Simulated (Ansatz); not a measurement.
Runs of Ansatz 0.2.0 on Pb. Symmetry: Fm-3m, No. 225, cubic system. The conventional cell has a = 4.950 Å, b = 4.950 Å, c = 4.950 Å, α = 90.00°, β = 90.00°, γ = 90.00°. Pb (site symmetry m-3m) is surrounded by 12 Pb at 3.50 Å. 

```tsv
task	level	k mesh	smearing	atoms under strain	gap on the mesh (eV)	pressure (GPa)
elastic constants	PBEsol	7 × 7 × 7	fermi-dirac 0.05 eV	relaxed	none	(a)
density of states	BLYP+D4	9 × 9 × 9	tetrahedron	-	none	2.1
single point	RPBE	9 × 9 × 9	gaussian 0.02 eV	-	none	3.9
single point	RPBE	9 × 9 × 9	gaussian 0.05 eV	-	none	3.9
```

Alike in all rows: potentials or basis Ansatz PAW; no spin polarisation; cell as given; cutoff (eV) 420.

Question: Estimate the missing entries.

Answer: (a) 0.0.

Caveats: the PAW data sets come from PBE, with cores solved anew for the run's functional, which leaves a small shift of forces and pressure; elastic constants of metals need much finer meshes, so these are rough (some runs); pairwise dispersion overbinds metals, which lowers pressure and volume (some runs); with tetrahedron occupations forces and stress needn't match the slope of the energy (some runs).

A k mesh can miss the band edges, and the runs leave out spin-orbit coupling on Pb.

A gap of «none» marks a metal or a gap under the smearing width.

Runs at the PBE level aren't shown here.
